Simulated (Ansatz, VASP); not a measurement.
**Zr: VASP beside Ansatz**

The input INCAR:

```
SYSTEM = Zr
PREC = Accurate ; ENCUT = 520
EDIFF = 1E-8 ; ISMEAR = -1
SIGMA = 0.05 ; LREAL = .FALSE.
LASPH = .TRUE. ; NELM = 100
ALGO = Normal ; ISIF = 2
LWAVE = .FALSE. ; LCHARG = .FALSE.
GGA = PE ; LEFG = .TRUE.
NBANDS = 12
```

Contents of KPOINTS:

```
Automatic mesh
0
G
  13 13 13
  0 0 0
```

Contents of POSCAR:

```
Zr
1.0
    0.0000000000      2.2992269146      2.2992269146
    2.2992269146      0.0000000000      2.2992269146
    2.2992269146      2.2992269146      0.0000000000
Zr
1
Direct
    0.0000000000      0.0000000000      0.0000000000
```

Input for Ansatz:

```yaml
crystal:
  lattice:
    - [0.0, 2.2992269146, 2.2992269146]
    - [2.2992269146, 0.0, 2.2992269146]
    - [2.2992269146, 2.2992269146, 0.0]
  atoms:
    - { symbol: Zr, position: [0.0, 0.0, 0.0] }
kpoints:
  mp_grid: { grid: [13, 13, 13] }
scf:
  occupations: { method: fermi_dirac, width: 0.05 }
hamiltonian:
  xc: pbe
  pseudopotentials: { kind: paw }
output:
  forces: true
  stress: true
  eigenvalues: true
  efg: { contact_densities: true }
```

Change from the starting cell: volume scaled by 1.06, PAW files.

Alike in both runs: task electric field gradients; functional PBE; k mesh 13 × 13 × 13; occupations fermi-dirac, width 0.05 eV; no spin polarisation.

```csv
,VASP,Ansatz
version,VASP 6.6.1,Ansatz 0.2.0
potentials or method,"VASP PAW PBE potentials, release 64 (Zr_sv)","PAW with Ansatz's default frozen-core files, scalar-relativistic"
plane-wave cutoff (eV),520,420
valence electrons in the cell,12,12
```

```tsv
	VASP	Ansatz	Ansatz less VASP
pressure (GPa)	-3.8	-3.8	-0.01
Vzz of the field gradient on the site that differs most (V/Å²)	0.0	0.0	0.00
```

With one functional, cell and mesh, what is left measures potentials, basis and numerics. Ansatz warned: «gradients_without_spin_orbit».
